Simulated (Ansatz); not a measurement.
# Sc: the change of energy less free atoms and pressure with volume scale

All results are calculated (Ansatz 0.2.0). Periodic Kohn-Sham DFT of a crystal at fixed atoms, scaled to volume_scale times the given cell; pressure positive in compression, energy less spherical unpolarised free atoms, largest_vzz the field gradient of largest size among the nuclei.

The cell before it is scaled or strained (space group Pm-3m, No. 221):
```
cell vectors (Å)
   2.9685     0.0000     0.0000
   0.0000     2.9685     0.0000
   0.0000     0.0000     2.9685
atoms (fractions of the cell vectors)
Sc  0.00000  0.00000  0.00000
```

Settings of every row: method all-electron LAPW; functional PBE; relativity scalar; k mesh 12x12x12; filling fermi-dirac; smearing width 0.05 eV; basis error target 0.5 meV/atom; nucleus gaussian.

Atom start moment: 0 on all atoms.

Limits: the cell comes from a prototype or a list of computed structures and needn't be the stable phase.

```
row  volume scale  V (Å³/atom)  energy less free atoms (eV/atom)  pressure (GPa)
  1        0.9405       24.602                            -3.793           2.279
  2          0.97       25.374                           -3.8011           1.073
  3             1       26.157                           -3.8036          -0.004
  4          1.03       26.943                                 ?               ?
  5          1.06       27.728                           -3.7943          -1.842
```

Question: what energy less free atoms and pressure should row 4 give?

Worked fit of energy less free atoms. Take u = (V_r/V)^(2/3) − 1 with V_r = 25.765 Å³ an atom, which is twice the finite (Eulerian) strain; such expansions in the strain, on which the Birch-Murnaghan equation of state is built, carry the rest volume and the bulk modulus. The shown rows have u = 0.03127, 0.01025, -0.01002, -0.04777. Least squares give energy less free atoms = −3.80302 + 0.1215 × u + 6.363 × u² eV/atom; a straight line predicts inner rows, each left out in turn, worse (root mean square 0.0062 against 9.4e-06 eV/atom). All shown rows lie on it to the printed digit. Its lowest point lies at u = -0.0095, or V = 26.14 Å³ an atom, and the curvature there gives the bulk modulus at fixed shape and fractions, B = (4/9)(1 + u)² E″(u)/V = 34 GPa. The withheld row has u = -0.02936, so the fit gives −3.80302 + 0.1215 × (-0.02936) + 6.363 × (-0.02936)² = -3.8011 eV/atom.

The calculation gave -3.8012 eV/atom. The fit lies 0.0001 eV/atom (0.94 % of the column's range) above it, one unit of the last digit.

Worked fit of pressure. Take u = (V_r/V)^(2/3) − 1 with V_r = 25.765 Å³ an atom, which is twice the finite (Eulerian) strain; such expansions in the strain, on which the Birch-Murnaghan equation of state is built, carry the rest volume and the bulk modulus. The shown rows have u = 0.03127, 0.01025, -0.01002, -0.04777. Least squares give pressure = 0.5201 + 53.521 × u + 85.58 × u² GPa; a straight line predicts inner rows, each left out in turn, worse (root mean square 0.083 against 0.0094 GPa). The rows lie off it by 0.002, -0.005, 0.004, -0.001 (root mean square 0.0034 GPa). The pressure vanishes at u = -0.0099, or V = 26.15 Å³ an atom, and there the bulk modulus at fixed shape and fractions is B = −V dP/dV = (2/3)(1 + u) dP/du = 34.2 GPa. The withheld row has u = -0.02936, so the fit gives 0.5201 + 53.521 × (-0.02936) + 85.58 × (-0.02936)² = -0.978 GPa.

The calculation gave -0.968 GPa. The fit lies 0.010 GPa (1 % of the value, 0.24 % of the column's range) below it; its largest miss of a shown row is 0.005 GPa.
